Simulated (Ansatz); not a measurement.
Co:

```
Co
1.0
     2.48736    0.00000    0.00000
    -1.24368    2.15412    0.00000
     0.00000    0.00000    4.06329
Co
2
Cartesian
  0.0000 1.4361 3.0074
  1.2437 0.7180 1.0559
```

Alike in all runs: program Ansatz 0.2.0; functional PBE; potentials or basis Ansatz PAW; cutoff 420 eV (not typed: the program's choice for these potentials); k mesh 10 × 10 × 6; occupations fermi-dirac, width 0.05 eV.

The same cell was started in several ways:

```tsv
start	free energy over the lowest (meV/atom)	net moment (μB)	site or absolute moments (μB)	gap
collinear spin, ferromagnetic start of up to 1 μB; fixed moment 2	108.1	2.00	Co +1.06	-
collinear spin, ferromagnetic start of up to 3 μB; fixed moment 6	1839.2	6.00	Co +2.76	-
collinear spin, ferromagnetic start of up to 2 μB; fixed moment 4	114.6	4.00	Co +2.02	-
collinear spin, program default start; fixed moment 0	218.7	0.00	-	-
collinear spin, ferromagnetic start of up to 1.5 μB; fixed moment 3	0.0	3.00	Co +1.58	-
collinear spin, ferromagnetic start of up to 2.5 μB; fixed moment 5	685.8	5.00	Co +2.40	-
collinear spin, ferromagnetic start of up to 0.5 μB; fixed moment 1	186.3	1.00	Co +0.53	-
collinear spin, ferromagnetic start of up to 4 μB; fixed moment 8	5932.1	8.00	Co +3.47	-
```

All polarised runs hold their moment fixed, so the table maps the energy against it. A still lower state may exist.

Caveats: the total moment is fixed, so each spin has its own Fermi level; forces of over 1 eV/Å show positions far from the minimum, so gaps and moduli don't describe the material at rest (some runs).
